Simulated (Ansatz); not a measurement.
Here is an Ansatz 0.2.0 calculation.

The input input.yaml:

```yaml
crystal:
  lattice:
    - [0.0, 3.611146, 3.611146]
    - [3.611146, 0.0, 3.611146]
    - [3.611146, 3.611146, 0.0]
  atoms:
    - { symbol: Te, position: [0.25, 0.25, 0.25] }
    - { symbol: Sn, position: [0.0, 0.0, 0.0] }
hamiltonian:
  xc: pbesol
  pseudopotentials: { kind: paw }
kpoints:
  mp_grid: { grid: [7, 7, 7] }
scf:
  occupations: { method: fixed }
output:
  eigenvalues: true
dielectric:
  method: response
```

Potentials or basis: Ansatz PAW.

Command:

```bash
$ ansatz run input.yaml --threads 2 --pin off --max-ram 5632MiB --backend cpu --events-out ev --progress --plain --runs-dir out
```

Q: What does it give for the electronic dielectric tensor (diagonal)?

A: 13.25.

Q: Estimate the Born charges (mean of the diagonal).

A: Te -2.16; Sn +2.16 e.

Q: What does it give for the band gap on the k mesh?

A: 0.29 eV, indirect (least direct gap 0.79 eV).

Born effective charge tensors (e):
atom 1, Te
```
-2.16  0.00  0.00
 0.00 -2.16  0.00
 0.00  0.00 -2.16
```
atom 2, Sn
```
2.16 0.00 0.00
0.00 2.16 0.00
0.00 0.00 2.16
```

Caveat: the gap is small at this level, which inflates the dielectric constant; odd divisions of the mesh miss points on the zone boundary, where band edges often lie, so the gap on the mesh can be too wide; spin-orbit coupling is left out, which moves the levels of the heavy elements. A k mesh can miss the band edges.
